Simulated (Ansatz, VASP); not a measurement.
Ge in VASP and in Ansatz

```xyz
4
Lattice="3.9976 0.0000 0.0000 -1.9988 3.4620 0.0000 0.0000 0.0000 6.5994" Properties=species:S:1:pos:R:3 pbc="T T T"
Ge    1.9988    1.1540    0.4151
Ge    0.0000    2.3080    3.7148
Ge    1.9988    1.1540    2.8846
Ge    0.0000    2.3080    6.1843
```

This isn't the form of Ge at room conditions, which is diamond.

Alike in both runs: task single point; functional PBEsol; k mesh 6 × 6 × 4; occupations gaussian, width 0.1 eV; no spin polarisation.

|  | VASP | Ansatz |
| --- | --- | --- |
| version | VASP 6.6.1 | Ansatz 0.2.0 |
| potentials or method | VASP PAW PBE potentials, release 64 (Ge_d) | scalar-relativistic, plane waves, PAW |
| plane-wave cutoff (eV) | 520 | 420 |
| valence electrons in the cell | 56 | 56 |

```tsv
	VASP	Ansatz	Ansatz less VASP
gap on the k mesh at the Fermi level (eV)	0.10	0.11	+0.004
least direct gap on the mesh (eV)	0.16	0.17	+0.011
pressure (GPa)	-0.1	0.0	+0.12
largest component of the traceless stress (GPa)	0.46	0.46	+0.002
rms of the force components (eV/Å)	0.003	0.003	+0.0001
```

Atom by atom the forces differ by 0.000 eV/Å (rms over components).

Caveats: the PAW data sets were made with another functional, which shifts forces and pressure a little (VASP).
